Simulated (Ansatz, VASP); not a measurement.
# One calculation of AlN, two programs

INCAR

```
SYSTEM = AlN
ALGO = Normal
EDIFF = 1E-7
ENCUT = 520
GGA = PE
ISIF = 2
ISMEAR = -1
LASPH = .TRUE.
LCHARG = .FALSE.
LREAL = .FALSE.
LWAVE = .FALSE.
NBANDS = 16
NELM = 80
PREC = Accurate
SIGMA = 0.05
```

The input KPOINTS:

```
k-points
0
G
  10 10 6
  0 0 0
```

POSCAR

```
AlN
1.0
    3.0709272750      0.0000000000      0.0000000000
   -1.5354636375      2.6595010333      0.0000000000
    0.0000000000      0.0000000000      4.9136809369
Al N
2 2
Direct
    0.6666666667      0.3333333333      0.5000000000
    0.3333333333      0.6666666667      0.0000000000
    0.6666666667      0.3333333333      0.8800000000
    0.3333333333      0.6666666667      0.3800000000
```

The input input.yaml:

```yaml
crystal:
  lattice:
    - [3.070927275, 0.0, 0.0]
    - [-1.5354636375, 2.6595010333, 0.0]
    - [0.0, 0.0, 4.9136809369]
  atoms:
    - { symbol: Al, position: [0.6666666667, 0.3333333333, 0.5] }
    - { symbol: Al, position: [0.3333333333, 0.6666666667, 0.0] }
    - { symbol: "N", position: [0.6666666667, 0.3333333333, 0.88] }
    - { symbol: "N", position: [0.3333333333, 0.6666666667, 0.38] }
hamiltonian:
  xc: pbe
  pseudopotentials: { kind: paw }
kpoints:
  mp_grid: { grid: [10, 10, 6] }
scf:
  occupations: { method: fermi_dirac, width: 0.05 }
output:
  forces: true
  stress: true
  eigenvalues: true
```

Change from the starting cell: volume scaled by 0.96.

Alike in both runs: task single point; functional PBE; k mesh 10 × 10 × 6; occupations fermi-dirac, width 0.05 eV; no spin polarisation.

|  | VASP | Ansatz |
| --- | --- | --- |
| version | VASP 6.6.1 | Ansatz 0.2.0 |
| potentials or method | VASP PAW PBE potentials, release 64 (Al, N) | Ansatz PAW |
| plane-wave cutoff (eV) | 520 | 420 |
| valence electrons in the cell | 16 | 16 |

Ansatz gave:

| Quantity | Value |
| --- | --- |
| gap on the k mesh at the Fermi level (eV) | 4.58 |
| least direct gap on the mesh (eV) | 4.58 |
| pressure (GPa) | 12.9 |
| largest component of the traceless stress (GPa) | 0.89 |
| rms of the force components (eV/Å) | 0.093 |

Task: Which values does VASP return?

Result: gap on the k mesh at the Fermi level (eV): 4.59; least direct gap on the mesh (eV): 4.59; pressure (GPa): 12.7; largest component of the traceless stress (GPa): 0.94; rms of the force components (eV/Å): 0.093.

Atom by atom the forces differ by 0.000 eV/Å (rms over components). With one functional, cell and mesh, what is left measures potentials, basis and numerics.

Caveats: the pressure holds a Pulay correction of +0.5 GPa for the finite cutoff (Ansatz). A k mesh can miss the band edges.
